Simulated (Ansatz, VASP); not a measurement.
# Two plane-wave programs on AlN

```
CELL_PARAMETERS angstrom
6.22455 0.00000 0.00000
-3.11228 5.39062 0.00000
0.00000 0.00000 9.96664
ATOMIC_POSITIONS crystal
Al 0.16667 0.33333 0.99954
Al 0.33333 0.16667 0.24954
Al 0.16667 0.33333 0.49954
Al 0.33333 0.16667 0.74954
Al 0.16667 0.83333 0.99954
Al 0.33333 0.66667 0.24954
Al 0.16667 0.83333 0.49954
Al 0.33333 0.66667 0.74954
Al 0.66667 0.33333 0.99954
Al 0.83333 0.16667 0.24954
Al 0.66667 0.33333 0.49954
Al 0.83333 0.16667 0.74954
Al 0.66667 0.83333 0.99954
Al 0.83333 0.66667 0.24954
Al 0.66667 0.83333 0.49954
Al 0.83333 0.66667 0.74954
N 0.16667 0.33333 0.19046
N 0.33333 0.16667 0.44046
N 0.16667 0.33333 0.69046
N 0.33333 0.16667 0.94046
N 0.16667 0.83333 0.19046
N 0.33333 0.66667 0.44046
N 0.16667 0.83333 0.69046
N 0.33333 0.66667 0.94046
N 0.66667 0.33333 0.19046
N 0.83333 0.16667 0.44046
N 0.66667 0.33333 0.69046
N 0.83333 0.16667 0.94046
N 0.66667 0.83333 0.19046
N 0.83333 0.66667 0.44046
N 0.66667 0.83333 0.69046
N 0.83333 0.66667 0.94046
```

Alike in both runs: task single point; functional PBE; k mesh 4 × 4 × 2; no spin polarisation.

```csv
,VASP,Ansatz
version,VASP 6.6.1,Ansatz 0.2.0
potentials or method,"VASP PAW PBE potentials, release 64 (Al, N)","scalar-relativistic, plane waves, PAW"
plane-wave cutoff (eV),520,420
occupations,"gaussian, width 0.01 eV",fixed
valence electrons in the cell,128,128
```

|  | VASP | Ansatz | Ansatz less VASP |
| --- | --- | --- | --- |
| gap on the k mesh at the Fermi level (eV) | 4.20 | 4.19 | -0.011 |
| least direct gap on the mesh (eV) | 4.20 | 4.19 | -0.011 |
